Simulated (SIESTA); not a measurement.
Runs of SIESTA 5.4.2 on Hf. It takes space group Im-3m (No. 229, cubic). Conventional cell: a = 3.610 Å, b = 3.610 Å, c = 3.610 Å, α = 90.00°, β = 90.00°, γ = 90.00°. Hf (site symmetry m-3m) is surrounded by 8 Hf at 3.13 Å. This isn't the form of Hf at room conditions, which is hcp.

| task | level | potentials or basis | spin | cell | k mesh | optimiser | force tolerance | stress tolerance (GPa) | energy shift | gap on the mesh (eV) | pressure (GPa) | moment (μB) |
| --- | --- | --- | --- | --- | --- | --- | --- | --- | --- | --- | --- | --- |
| relaxation of cell and atoms | revPBE | PseudoDojo 0.4 standard (PBE files), SZ (energy shift 0.01 Ry) | non-collinear, ferromagnetic start | relaxed | 8 × 8 × 8 | Broyden | 0.01 eV/Å | 0.05 | 0.01 Ry | none | 0.0 | 0.00 |
| single point | PBE | PseudoDojo 0.4 standard (PBE files), DZP (energy shift 0.002 Ry) | off | as given | 10 × 10 × 10 | - | - | - | 0.002 Ry | none | (a) | - |
| band structure | PBE | PseudoDojo 0.4 standard (PBE files, fully relativistic), TZP (energy shift 0.01 Ry) | non-collinear, random start, SOC | as given | 8 × 8 × 8 | - | - | - | 0.01 Ry | none | - | 0.00 |
| single point | APBE | PseudoDojo 0.4 standard (PBE files, fully relativistic), DZDP (energy shift 0.005 Ry) | non-collinear, ferromagnetic start, SOC | as given | 8 × 8 × 8 | - | - | - | 0.005 Ry | none | -8.8 | 0.00 |

Alike in all rows: smearing fermi-dirac 0.05 eV; grid cutoff 800 Ry.

Q: Fill in the values left out.

A: (a) -5.4.

Caveats: the basis of atomic orbitals isn't converged, which shifts pressures, moduli and gaps; semicore shells carry a single zeta, which can move pressures by several GPa and volumes by a few percent (some runs); the potentials were made for another functional, which shifts forces and pressure (some runs); the basis has no polarisation orbitals (some runs); short orbitals over semicore shells can move pressures by several GPa (some runs).

A k mesh can miss the band edges, and rows without SOC leave out spin-orbit coupling on Hf.

A gap of «none» marks a metal or a gap under the smearing width.
